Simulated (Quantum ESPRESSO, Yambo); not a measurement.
# P (puckered monolayer): G0W0 with Yambo, start to end, part 2 of 2

Wanted: ground state, empty states, screening and self-energy for P (puckered monolayer).

Quantum ESPRESSO 7.5 and Yambo 5.3.0; PBE and many-body steps on it, plane waves. Known limits of the many-body steps: not at the basis limit.

So far. Step 3 (Bands along the symmetry lines): The gap is 0.908 eV, as in the run before at this level. Step 4 (Empty states on the mesh, 4×6×1 mesh, 70 bands): On this mesh the gap is 0.908 eV.

## 5. Conversion and set-up

This step: Yambo 5.3.0; conversion and set-up on PBE, plane waves, norm-conserving pseudopotentials.

The states are converted to the many-body program's format and the q mesh is built.

Run with:

```sh
$ (cd o/x.save; p2y > p2y.log; mv SAVE ../..); yambo > setup.log
```

What it wrote:

```text
 Yambo, version 5.3.0

 [02] CORE Variables Setup
 =========================

  [02.01] Unit cells
  ==================

  Cell kind             :  Unknown
  Atoms in the cell     :  P
  number of P  atoms    :   4

  List of atomic masses
  Mass of P     :  30.97400

  List of atomic coordinates    : [cc]
  P1       :   0.77621   0.00000  15.21932  order 1
  P2       :   3.59583   3.12216  15.21932  order 2
  P3       :   5.14824   3.12216  11.23685  order 3
  P4       :   7.96786   0.00000  11.23685  order 4

  Alat factors          :   8.74407   6.24432  26.45617 [a.u.]
  Direct lattice volume :   1444.53    [a.u.]
  Direct lattice vectors:  A[ 1 ]  A[ 2 ]  A[ 3 ]
   A[ 1 ]:  1.000000  0.000000  0.000000  [iru]
   8.744065  0.000000  0.000000  [cc]
   A[ 2 ]:  0.000000  1.000000  0.000000  [iru]
   0.000000  6.244319  0.000000  [cc]
   A[ 3 ]:  0.000000  0.000000  1.000000  [iru]
    0.00000   0.00000  26.45617  [cc]

  Recip. lattice volume :  0.171717 [a.u.]
  Recip. lattice vectors:  B[ 1 ]  B[ 2 ]  B[ 3 ]
   B[ 1 ]:  1.000000  0.000000  0.000000  [iku]
   0.718566  0.000000  0.000000  [cc]
   B[ 2 ]:  0.000000  1.000000  0.000000  [iku]
   0.000000  1.006224  0.000000  [cc]
   B[ 3 ]:  0.000000  0.000000  1.000000  [iku]
   0.000000  0.000000  0.237494  [cc]

  [02.02] Symmetries
  ==================

  Inversion symmetry    : yes
  Spatial inversion     : yes
  Inversion index       :  3
  K-space Time-reversal : no
  Magnetic symmetries   : no
  Group table correct   : yes
  Symmetries units      :  [cc]

   [S 1]:  1.000000  0.000000  0.000000  0.000000  1.000000  0.000000  0.000000  0.000000  1.000000
   [S 2]: -1.000000  0.000000  0.000000  0.000000  1.000000  0.000000  0.000000  0.000000 -1.000000
   [S 3]: -1.000000  0.000000  0.000000  0.000000 -1.000000  0.000000  0.000000  0.000000 -1.000000
   [S 4]:  1.000000  0.000000  0.000000  0.000000 -1.000000  0.000000  0.000000  0.000000  1.000000

  [02.03] Reciprocal space
  ========================

  nG shells         :   5854
  nG charge         :   42135
  nG WFs            :   6937
  nC WFs            :   5320
  G-vecs. in first 80 shells:  [ Number ]
    1   3   5   7   9  13  17  19  21
    25   29   33   35   39   43   47   55   63
    67   71   73   81   83   87   91   95  103
[...]
331   339   347   355   363   367   371   379
  ...
  Shell energy in first 80 shells:  [ mHa ]
[...]
2311.34      2323.52      2351.72      2395.95      2414.56      2436.32      2476.20      2536.96      2542.51
    2554.18      2569.32      2577.33      2730.02      2734.37      2774.74      2790.58      2820.17      2829.76
    2837.58      2857.96      2920.80      2942.57      2988.19      3028.56      3040.24      3048.75
  ...

  [02.04] K-grid lattice
  ======================

  Compatible Grid is   : 2D
  Base K vectors       :  K_min[ 1 ]  K_min[ 2 ]  K_min[ 3 ]
[...]
WF components:   5280
  K [ 3]         [rlu]:  0.000000  0.333333  0.000000
         WF components:   5286
[...]
K [ 8]         [rlu]:  0.250000 -0.500000  0.000000
[...]
K [ 9]         [rlu]: -0.500000  0.000000  0.000000
[...]
K [10]         [rlu]: -0.500000  0.166667  0.000000
[...]
K [11]         [rlu]: -0.500000  0.333333  0.000000
         WF components:   5278
  K [12]         [rlu]: -0.500000 -0.500000  0.000000
         WF components:   5268

  [02.05] Energies & Occupations
  ==============================

  [X] === General ===
  [X] Electronic Temperature                        :  0.000000  0.000000 [eV K]
  [X] Bosonic    Temperature                        :  0.000000  0.000000 [eV K]
  [X] Finite Temperature mode                       : no
  [X] El. density                                   :  0.93433E+23 [cm-3]
  [X] Fermi Level                                   : -0.738122 [eV]

  [X] === Gaps and Widths ===
  [X] Conduction Band Min                           :  0.907578 [eV]
  [X] Valence Band Max                              :  0.000000 [eV]
  [X] Filled Bands                                  :  10
  [X] Empty Bands                                   :   11   70
  [X] Direct Gap                                    :  0.907578 [eV]
  [X] Direct Gap localized at k                     :  1
  [X] Indirect Gap                                  :  0.907578 [eV]
  [X] Indirect Gap between kpts                     :  1  1
  [X] Last valence band width                       :  1.926594 [eV]
  [X] 1st conduction band width                     :  1.893679 [eV]

  E @ K [ 1]:  [eV]
  -14.92202 -12.46547  -9.16657  -5.63256  -4.71094  -4.46390  -3.30183  -1.72536
[...]
occ @ K [ 1]
[...]
E @ K [ 2]:  [eV]
[...]
occ @ K [ 2]
[...]
E @ K [ 3]:  [eV]
[...]
occ @ K [ 3]
[...]
E @ K [ 8]:  [eV]
[...]
occ @ K [ 8]
[...]
E @ K [ 9]:  [eV]
[...]
occ @ K [ 9]
[...]
E @ K [10]:  [eV]
[...]
occ @ K [10]
[...]
E @ K [11]:  [eV]
[...]
occ @ K [11]
[...]
E @ K [12]:  [eV]
[...]
occ @ K [12]
[...]
2.000000  2.000000  0.000000  0.000000  0.000000  0.000000  0.000000  0.000000
   0.000000  0.000000  0.000000  0.000000  0.000000  0.000000  0.000000  0.000000

 [03] Transferred momenta grid and indexing
 ==========================================

 IBZ Q-points                                      :  12
 BZ  Q-points                                      :  24

 K/Q-points units:
 rlu = crystal or reduced units; cc = cartesian coordinates; iku = interal k-units

 Q [ 1]         [rlu]:  0.000000  0.000000  0.000000
 Q [ 2]         [rlu]:  0.000000  0.166667  0.000000
 Q [ 3]         [rlu]:  0.000000  0.333333  0.000000
[...]
Q [ 8]         [rlu]:  0.250000 -0.500000  0.000000
 Q [ 9]         [rlu]: -0.500000  0.000000  0.000000
 Q [10]         [rlu]: -0.500000  0.166667  0.000000
 Q [11]         [rlu]: -0.500000  0.333333  0.000000
 Q [12]         [rlu]: -0.500000 -0.500000  0.000000

  [03.01] X indexes
  =================

   [03.01.01] Sigma indexes
   ========================

 [06] Game Over & Game summary
```

It took 2.6 s on 1 MPI rank of Intel Xeon 6975P-C (Granite Rapids), shared host; peak memory 0.24 GiB.

## 6. Screening and self-energy, 4×6×1 mesh, 70 bands, screening to 88.4 eV

Now the one-shot GW correction: screening in the RPA, then the self-energy of the levels asked for.

This step: G0W0 on PBE, plane waves, norm-conserving pseudopotentials.

gw1.in

```
HF_and_locXC
gw0
dyson
ppa
em1d
rim_cut
rim_w
RandQpts= 3000000
RandGvec= 100 RL
CUTGeo= "slab z"
RandGvecW= 9 RL
EXXRLvcs= 36 Ry
VXCRLvcs= 144 Ry
Chimod= "HARTREE"
% BndsRnXp
 1 | 70 |
%
NGsBlkXp= 6.5 Ry
% LongDrXp
 1 | 1 | 0 |
%
% GbndRnge
 1 | 70 |
%
DysSolver= "n"
ExtendOut
PPAPntXp= 27.21138 eV
% QPkrange
 1 | 1 | 9 | 12 |
%
```

Run with:

```sh
$ OMP_NUM_THREADS=2 mpirun -n 4 yambo -F gw1.in -J gw1 -C gw1 > gw1.log
```

What it wrote:

```text
 Yambo, version 5.3.0

 [02] CORE Variables Setup
 =========================

  [... cell, symmetries and grids as in the set-up ...]

  [02.05] Energies & Occupations
  ==============================

  [X] === General ===
  [X] Electronic Temperature                        :  0.000000  0.000000 [eV K]
  [X] Bosonic    Temperature                        :  0.000000  0.000000 [eV K]
  [X] Finite Temperature mode                       : no
  [X] El. density                                   :  0.93433E+23 [cm-3]
  [X] Fermi Level                                   : -0.738122 [eV]

  [X] === Gaps and Widths ===
  [X] Conduction Band Min                           :  0.907578 [eV]
  [X] Valence Band Max                              :  0.000000 [eV]
  [X] Filled Bands                                  :  10
  [X] Empty Bands                                   :   11   70
  [X] Direct Gap                                    :  0.907578 [eV]
  [X] Direct Gap localized at k                     :  1
  [X] Indirect Gap                                  :  0.907578 [eV]
  [X] Indirect Gap between kpts                     :  1  1
  [X] Last valence band width                       :  1.926594 [eV]
  [X] 1st conduction band width                     :  1.893679 [eV]

 [03] Transferred momenta grid and indexing
 ==========================================

 IBZ Q-points                                      :  12
 BZ  Q-points                                      :  24

 K/Q-points units:
 rlu = crystal or reduced units; cc = cartesian coordinates; iku = interal k-units

 Q [ 1]         [rlu]:  0.000000  0.000000  0.000000
 Q [ 2]         [rlu]:  0.000000  0.166667  0.000000
 Q [ 3]         [rlu]:  0.000000  0.333333  0.000000
 Q [ 4]         [rlu]:  0.000000 -0.500000  0.000000
 Q [ 5]         [rlu]:  0.250000  0.000000  0.000000
 Q [ 6]         [rlu]:  0.250000  0.166667  0.000000
 Q [ 7]         [rlu]:  0.250000  0.333333  0.000000
 Q [ 8]         [rlu]:  0.250000 -0.500000  0.000000
 Q [ 9]         [rlu]: -0.500000  0.000000  0.000000
 Q [10]         [rlu]: -0.500000  0.166667  0.000000
 Q [11]         [rlu]: -0.500000  0.333333  0.000000
 Q [12]         [rlu]: -0.500000 -0.500000  0.000000

 [04] Coloumb potential Random Integration (RIM)
 ===============================================

 Performing RIM of v_slab

  [04.01] RIM initialization
  ==========================

  * Diagonal components only detected *

  8 x (sBL volume)        :  0.057239 [a.u.]
  sBZ random points       :  3000000
  Points outside the sBZ  :  24001885
  RL volume               :  0.171717 [a.u.]
  Integrated volume       :  0.171704 [a.u.]

  [04.02] RIM integrals
  =====================

  Gamma point sphere radius             :  0.043794 [a.u.]
  Points outside the sphere             :  2398561
  [Int_sBZ(q=0) 1/q^2]*(Vol_sBZ)^(-1/3) =:  7.478278
                                 should be <:  7.795600

  Summary of Coulomb integrals for non-metallic bands |Q|[au] RIM/Bare

  Q [1] 0.100000E-4 0.959295 * Q [2] 0.167704 0.969706
  Q [5] 0.179641 1.015017 * Q [6] 0.245755 1.037514
  Q [3] 0.335408 1.021483 * Q [9] 0.359283 1.032099
  Q [7] 0.380486 1.024586 * Q [10] 0.396496 1.028720
  Q [11] 0.491511 1.019802 * Q [4] 0.503112 1.015568
  Q [8] 0.534222 1.015050 * Q [12] 0.618228 1.012660
  Non-periodic chartesian directions : none
  Optical renormalization            :  26.45617 [au]
  Polarizability dimension           : length

 [05] Coloumb potential CutOffslab
 =================================

 Cut directionsZ
 Slab Cutoff:Z
 Symmetry test passed : yes

 [06] Dipoles
 ============

  [06.01] Setup: observables and procedures
  =========================================

  [WARNING] [x,Vnl] slows the Dipoles computation. To neglect it rename the ns.kb_pp file

 [07] Dynamic Dielectric Matrix (PPA)
 ====================================

 [WR./gw1//ndb.pp]---------------------------------------------------------------
  Brillouin Zone Q/K grids (IBZ/BZ)                :  12  24  12  24
  RL vectors                                       :   6937 [WF]
  Coulomb cutoff potential                         : slab z
  Electronic Temperature                           :  0.000000 [K]
  Bosonic    Temperature                           :  0.000000 [K]
  PPA    diel. fun.  energies                      : Perdew, Burke & Ernzerhof(X)+Perdew, Burke & Ernzerhof(C)
  wavefunctions                                    : Perdew, Burke & Ernzerhof(X)+Perdew, Burke & Ernzerhof(C)
  Global Gauge                                     : length
  X matrix size                                    :   367
  X band range                                     :    1   70
  X e/h energy range                               : -1.000000 -1.000000 [eV]
  X Time ordering                                  : R
  X Hxc Kernel                                     : HARTREE
  X Drude frequency                                :  0.000000  0.000000
  X poles                                          :  100.0000 [o/o]
  RL vectors in the sum                            :   6937
  [r,Vnl] included                                 : yes
  Field direction                                  :  0.707107E-5  0.707107E-5   0.00000
  BZ energy Double Grid                            : no
  BZ energy DbGd points                            : 0
  BZ Q point size factor                           : -1.000000
  X Optical Averaged directions                    : none

 [08] Local Exchange-Correlation + Non-Local Fock
 ================================================

 [VXC] Plane waves :   42135
 [EXS] Plane waves :   5277

 QP @ state[ 1 ] K range:  1  1
 QP @ state[ 1 ] b range:   9  12

 [xc] Functional : Perdew, Burke & Ernzerhof(X)+Perdew, Burke & Ernzerhof(C)
 [xc] LIBXC used to calculate xc functional
  PP Number of Atomic Species                      :  1
  NLCC RL compoments                               :   42135
  PP Number of Atomic Species                      :  1
  NLCC RL compoments                               :   42135

 [xc] E_xc :  -6.689250 [Ha]
      E_xc :  -13.37850 [Ry]

  Local XC kind (lXC) : Perdew, Burke & Ernzerhof(X)+Perdew, Burke & Ernzerhof(C)
  Non-Local XC kind (nlXC) : Hartree-Fock

  Corrections @ K [1] :  [eV]
 <9|nlXC|9> = -13.05127 -0.36584E-18 <9|lXC|9> = -10.56730  0.000000
 <10|nlXC|10> = -13.27485 -0.75294E-17 <10|lXC|10> = -11.64904  0.000000
 <11|nlXC|11> = -6.378751 -0.16009E-17 <11|lXC|11> = -9.946346  0.000000
 <12|nlXC|12> = -6.527862  0.88788E-18 <12|lXC|12> = -10.94060  0.000000

 [09] Dyson equation: Newton solver
 ==================================

  [09.01] RIM-W interpolation
  ===========================

  [WARNING] RIM-W works only for 2D semiconductors with slab cutoff
  Found compatible q grid: 2D
  q_min[ 1 ]:  0.250000  0.000000  0.000000 [rlu]
   0.250000  0.000000  0.000000 [iku]
  q_min[ 2 ]:  0.000000  0.166667  0.000000 [rlu]
   0.000000  0.166667  0.000000 [iku]
  G-vectors :   9
  G-vectors loaded:   83
  Number of interpolated frequencies:  2

  Evaluating coefficients q = 0
  Evaluating coefficients q = 0

  [09.02] RIM-W integrals
  =======================

  8 x (sBL volume)        :  0.057239 [a.u.]
  sBZ random points       :  3000000
  Points outside the sBZ  :  24001885
  RL volume               :  0.171717 [a.u.]
  Integrated volume       :  0.171704 [a.u.]

  [09.03] RIM integrals
  =====================

  Comparison between head Wc = W - v averages: < Wc > [au] RIM-W/RIM

   < -Wc [Q = 1] > 0.424956E-1 0.636407E-4 * < -Wc [Q = 2] > 0.006931 0.006793
   < -Wc [Q = 3] > 0.001381 0.001360 * < -Wc [Q = 4] > 0.483753E-3 0.479545E-3
   < -Wc [Q = 5] > 0.006335 0.006158 * < -Wc [Q = 6] > 0.003085 0.002938
   < -Wc [Q = 7] > 0.987394E-3 0.964924E-3 * < -Wc [Q = 8] > 0.402173E-3 0.397759E-3
   < -Wc [Q = 9] > 0.001188 0.001164 * < -Wc [Q = 10] > 0.907065E-3 0.888144E-3
   < -Wc [Q = 11] > 0.492200E-3 0.482481E-3 * < -Wc [Q = 12] > 0.257186E-3 0.253282E-3

  Comparison between head Wc = W - v averages: < Wc > [au] RIM-W/RIM

   < -Wc [G = 1,G`=0] > 0.424956E-1 0.636407E-4 * < -Wc [G = 2,G`=0] >-0.001641 0.000000
   < -Wc [G = 3,G`=0] >-0.001641 0.000000 * < -Wc [G = 4,G`=0] > 0.127604E-4  0.00000
   < -Wc [G = 5,G`=0] > 0.127604E-4  0.00000 * < -Wc [G = 6,G`=0] > 0.113487E-3  0.00000
   < -Wc [G = 7,G`=0] > 0.113487E-3  0.00000 * < -Wc [G = 8,G`=0] > 0.49411E-09  0.0000
   < -Wc [G = 9,G`=0] > 0.49501E-09  0.0000

 [10] G0W0 (W PPA)
 =================

 [  GW  ] Bands range     :    1   70
 [GW/PPA] G damping       :  0.100000 [eV]

 QP @ state[ 1 ] K range:  1  1
 QP @ state[ 1 ] b range:   9  12

  Sc/G bands                                       :    1   70
  Sc/G damping                                     :  0.100000 ev
  Sc bands terminator                              : no
  Sx RL components                                 :   5277

  QP @ state[ 1 ] K range                          :  1  1
  QP @ state[ 1 ] b range                          :   9  12
  GF energies kind                                 : Perdew, Burke & Ernzerhof(X)+Perdew, Burke & Ernzerhof(C)
  GF WF`s kind                                     : Perdew, Burke & Ernzerhof(X)+Perdew, Burke & Ernzerhof(C)
  Xs energies kind                                 : Perdew, Burke & Ernzerhof(X)+Perdew, Burke & Ernzerhof(C)
  Xs WF`s kind                                     : Perdew, Burke & Ernzerhof(X)+Perdew, Burke & Ernzerhof(C)

 [14] Game Over & Game summary
```

It took 29 s on 4 MPI ranks; peak memory 2.2 GiB.

This step gave:

```
G0W0 gap on the points computed              : 1.954 eV
starting gap on the mesh                     : 0.9076 eV
k of the valence top                         : 0, 0, 0
k of the conduction bottom                   : 0, 0, 0
least direct G0W0 gap on the computed points : 1.954 eV
Z at the valence top                         : 0.7214
Z at the conduction bottom                   : 0.7298
```

The gap on the mesh goes from 0.91 eV to 1.95 eV, a correction of +1.05 eV.

Limits: finite bands, cutoff and mesh. v1 is the top filled band, c1 the lowest empty one. The levels before and after the correction (eV, zero at the valence-band top of each column):

|  | conduction bottom | valence top |
| --- | --- | --- |
| Kohn-Sham | 0.91 | 0.00 |
| G0W0 | 1.95 | 0.00 |

|  | level | energy (eV) |
| --- | --- | --- |
| Kohn-Sham | Γ v2 | -1.638 |
| Kohn-Sham | Γ v1 | 0.000 |
| Kohn-Sham | Γ c1 | 0.908 |
| Kohn-Sham | Γ c2 | 1.643 |
| G0W0 | Γ v2 | -1.865 |
| G0W0 | Γ v1 | 0.000 |
| G0W0 | Γ c1 | 1.954 |
| G0W0 | Γ c2 | 2.920 |

## 7. Where the time went

Times are wall times on the hardware named with each run, good to a factor of about two.

| step | time | share | memory (GiB) |
| --- | --- | --- | --- |
| ground state | 5.8 s | 13 % | 0.6 |
| bands along the symmetry lines | 2.9 s | 6 % | 0.5 |
| empty states on the mesh | 4.5 s | 10 % | 0.55 |
| conversion and set-up | 2.6 s | 6 % | 0.24 |
| screening and self-energy | 29 s | 65 % | 2.2 |

## 8. Summary of results

```json
{
  "PBE gap": "0.91 eV, direct",
  "G0W0 gap on the mesh": "1.95 eV",
  "GW settings": "4×6×1 mesh, 70 bands, screening to 88.4 eV, Godby-Needs plasmon pole",
  "known limits": "not at the basis limit"
}
```

What this shows: G0W0 moves the gap on the mesh from 0.91 eV to 1.95 eV (+1.05 eV), with Z of 0.72 and 0.73 at the edges. Only 1 of the mesh's irreducible points was corrected, so a valley elsewhere could overtake. The dearest step here is «screening and self-energy». Against experiment, by G0W0@PBE: the direct gap of 1.95 eV lies +0.20 eV from the measured 1.75 ± 0.04 eV (exciton, 263 K, on SiO2/Si, 2015); the gap of 1.95 eV lies −0.25 eV from the measured 2.2 eV (electronic, quoted 2018); the gap of 1.95 eV lies +0.95 eV from the measured 1 eV (transport, quoted 2015); the direct gap of 1.95 eV lies −0.15 eV from the measured 2.102 ± 0.015 eV (exciton, on Si, 2016); the direct gap of 1.95 eV lies +0.28 eV from the measured 1.67 eV (exciton, 2017). An exciton line or allowed optical edge lies below the quasiparticle gap by the binding energy; a forbidden edge can push the onset above it. The computed sheet is free-standing; a substrate or cover screens it further and lowers both gap and binding, while the exciton line moves little. The calculation has static nuclei and no excitons; a measured gap holds zero-point and thermal motion, which mostly lowers it. Bands and cutoff are finite, so the gap is not at the basis limit. The miss can reach some tenths of an eV and take either sign; the mesh is an error of its own. In the G0W0 run levels were corrected at 1 k point alone, so a gap called «on the mesh» is the least over those, and an edge elsewhere would be missed.

[Paths, hosts, dates, memory and timing lines, banners, echoed tables and standing remarks are left out of the program output.]

[Logs are printed without paths, hosts, clocks, repeated set-up lines and the standing remarks that a program may print on its own settings, such as how far it seeks lower states.]

[Runs of the session that timed out or met a known fault of the program may be left out.]

[Hosts, paths, dates, database ids (printed as entryN), source tags and the programs' standing remarks are cut or masked in the printed files.]
